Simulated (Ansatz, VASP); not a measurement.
One calculation of Rb, two programs

```
Rb
1.0
    -2.76391    2.76391    2.84809
     2.76391   -2.76391    2.84809
     2.76391    2.76391   -2.84809
Rb
1
Direct
  0.00000 0.00000 0.00000
```

Change from the starting cell: strain -0.015 along x and y, +0.015 along z, atoms carried along.

Alike in both runs: task single point; functional PBE; k mesh 12 × 12 × 12; occupations gaussian, width 0.15 eV; no spin polarisation.

```csv
,VASP,Ansatz
version,VASP 6.6.1,Ansatz 0.2.0
potentials or method,"VASP PAW PBE potentials, release 64 (Rb_sv)","scalar-relativistic, plane waves, PAW"
plane-wave cutoff (eV),520,420
valence electrons in the cell,9,9
```

```tsv
	VASP	Ansatz	Ansatz less VASP
gap on the k mesh at the Fermi level (eV)	none	none	-
pressure (GPa)	0.1	0.1	0.00
```

A gap of «none» marks a metal or a gap that the smearing closes.
